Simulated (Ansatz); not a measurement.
Input of an Ansatz 0.2.0 run:

The input input.yaml:

```yaml
crystal:
  lattice:
    - [0.0, 3.144356, 3.144356]
    - [3.144356, 0.0, 3.144356]
    - [3.144356, 3.144356, 0.0]
  atoms:
    - { symbol: Ti, position: [0.0, 0.0, 0.0] }
    - { symbol: Ti, position: [0.25, 0.25, 0.25] }
    - { symbol: Ti, position: [0.75, 0.75, 0.75] }
    - { symbol: Si, position: [0.5, 0.5, 0.5] }
hamiltonian:
  xc: pbesol
  pseudopotentials: { kind: paw }
kpoints:
  mp_grid: { grid: [7, 7, 7] }
scf:
  occupations: { method: fermi_dirac, width: 0.05 }
output:
  forces: true
  stress: true
  eigenvalues: true
relax:
  f_tol: 0.01
  max_steps: 40
  cell: { stress_tol: 0.05, p_target: 10.0 }
```

Potentials or basis: Ansatz PAW.

The run is started by

```bash
$ ansatz run input.yaml --threads 2 --pin off --max-ram 5632MiB --backend cpu --events-out ev --progress --plain --runs-dir out
```

Question: Predict the relaxed cell.

Answer: a = 4.301 Å, b = 4.301 Å, c = 4.301 Å, α = 60.00°, β = 60.00°, γ = 60.00°.

Question: What does it give for the space group after relaxing (to 0.05 Å)?

Answer: Fm-3m (No. 225).

Question: Estimate the band gap on the k mesh.

Answer: None (metal or under the smearing width).

Step by step:
```tsv
step	energy change (eV)	largest force (eV/Å)	volume (Å³)
1	0.0000	0.0000	62.18
2	0.3208	0.0000	53.52
3	0.0483	0.0000	56.63
4	0.0697	0.0000	56.26
5	0.0705	0.0000	56.26
```

Caveat: the plane-wave basis is chosen anew once the cell has moved, so the energies of steps on either side of that aren't comparable; the PAW data sets come from PBE, with cores solved anew for the run's functional, which leaves a small shift of forces and pressure.
